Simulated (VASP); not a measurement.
## AlNi: equation of state with PBEsol

AlNi:

```
Ni Al
1.0
     2.86352    0.00000    0.00000
     0.00000    2.86352    0.00000
     0.00000    0.00000    2.86352
Ni Al
1 1
Direct
  0.50000 0.50000 0.50000
  0.00000 0.00000 0.00000
```

```yaml
Program: VASP 6.6.1
Task: equation of state
Functional: PBEsol
Potentials_or_basis: VASP PAW PBE potentials, release 64 (Ni, Al)
Cutoff: 520 eV
k_mesh: 8 × 8 × 8
Occupations: fermi-dirac, width 0.05 eV
Spin: collinear spin, ferromagnetic start
Starting_moments: "[1.0, 0.0] μB"
```

```
Equilibrium volume                      : 11.74 Å³/atom
Bulk modulus                            : 173 GPa
Pressure derivative of the bulk modulus : 4.3 (rough: it moves with the points fitted)
```

Energy against volume, from the lowest point:
```csv
volume (Å³/atom),energy (meV/atom)
11.271,11.11
11.505,2.73
11.740,0.00
11.975,2.34
12.210,9.25
```

All runs of the series together: 60 s on 1 thread of Intel(R) Xeon(R) Platinum 8375C CPU @ 2.90GHz (Ice Lake), with other jobs on the host.

Caveat: the PAW data sets were made with another functional, which shifts forces and pressure a little.
